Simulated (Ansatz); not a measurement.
Density of states of a TiAl3 cell (a random packing of atoms, relaxed), per eV and atom, broadened by Gaussian smearing of width 0.1 eV and averaged over bins of 0.3 eV, from 8 eV under the Fermi level at most up to where the solved bands end.

The calculation used Ansatz 0.2.0, DFT r2SCAN, scalar-relativistic, plane waves, PAW.

Plane waves to 500 eV, a k mesh through Γ of 5×5×5 on the computed 16-atom cell and Gaussian smearing (0.10 eV); no spin polarisation.

```yaml
crystal:
  lattice:
    - [6.81857, -0.03163, 0.24120]
    - [0.06554, 5.33824, -1.21648]
    - [0.26248, -1.28259, 7.20090]
  atoms:
    - { symbol: Ti, position: [0.09383, 0.41382, 0.14667] }
    - { symbol: Ti, position: [0.21937, 0.21723, 0.73885] }
    - { symbol: Ti, position: [0.59832, 0.67463, 0.66046] }
    - { symbol: Ti, position: [0.71465, 0.95593, 0.22491] }
    - { symbol: Al, position: [0.95142, 0.33963, 0.49260] }
    - { symbol: Al, position: [0.44375, 0.59213, 0.99773] }
    - { symbol: Al, position: [0.20410, 0.71352, 0.73020] }
    - { symbol: Al, position: [0.95374, 0.84378, 0.49218] }
    - { symbol: Al, position: [0.10880, 0.91760, 0.15535] }
    - { symbol: Al, position: [0.86930, 0.03844, 0.88757] }
    - { symbol: Al, position: [0.87072, 0.53776, 0.88852] }
    - { symbol: Al, position: [0.35925, 0.78721, 0.39327] }
    - { symbol: Al, position: [0.44222, 0.09296, 0.99702] }
    - { symbol: Al, position: [0.68787, 0.46310, 0.24000] }
    - { symbol: Al, position: [0.36178, 0.29145, 0.39291] }
    - { symbol: Al, position: [0.62537, 0.16751, 0.64538] }
```

```
E − E_F (eV) total Al 3p Ti 3d Al 3s Ti 4s
       -7.90  0.201  0.111  0.008  0.067  0.010
       -7.60  0.190  0.104  0.008  0.062  0.010
       -7.30  0.180  0.100  0.009  0.057  0.009
       -7.00  0.252  0.141  0.014  0.079  0.011
       -6.70  0.215  0.119  0.014  0.067  0.009
       -6.40  0.241  0.134  0.017  0.072  0.011
       -6.10  0.229  0.129  0.018  0.067  0.009
       -5.80  0.238  0.130  0.021  0.076  0.007
       -5.50  0.308  0.169  0.031  0.092  0.009
       -5.20  0.282  0.156  0.030  0.079  0.011
       -4.90  0.274  0.156  0.033  0.070  0.009
       -4.60  0.286  0.165  0.037  0.069  0.009
       -4.30  0.296  0.181  0.039  0.058  0.012
       -4.00  0.304  0.189  0.043  0.056  0.009
       -3.70  0.392  0.247  0.061  0.064  0.011
       -3.40  0.390  0.247  0.067  0.057  0.010
       -3.10  0.422  0.271  0.078  0.053  0.011
       -2.80  0.410  0.262  0.087  0.044  0.008
       -2.50  0.387  0.220  0.106  0.046  0.006
       -2.20  0.460  0.247  0.142  0.053  0.009
       -1.90  0.633  0.320  0.227  0.061  0.009
       -1.60  0.547  0.254  0.225  0.046  0.007
       -1.30  0.604  0.256  0.274  0.050  0.007
       -1.00  0.486  0.183  0.240  0.040  0.007
       -0.70  0.529  0.177  0.292  0.036  0.006
       -0.40  0.562  0.159  0.336  0.037  0.008
       -0.10  0.317  0.080  0.200  0.018  0.006
        0.20  0.427  0.111  0.259  0.030  0.009
        0.50  0.505  0.122  0.312  0.036  0.015
        0.80  0.682  0.150  0.437  0.049  0.018
```

The columns after the total are the largest Löwdin projections on the valence shells of the potentials, so they needn't add up, and the weight of a shell that a potential lacks goes to other orbitals. The cell has no gap on the mesh.

Cost: 2 runs of about 32 core-minutes in all (earlier runs that led there not counted), on Intel Xeon Processor @ 2.70GHz (shared hosts).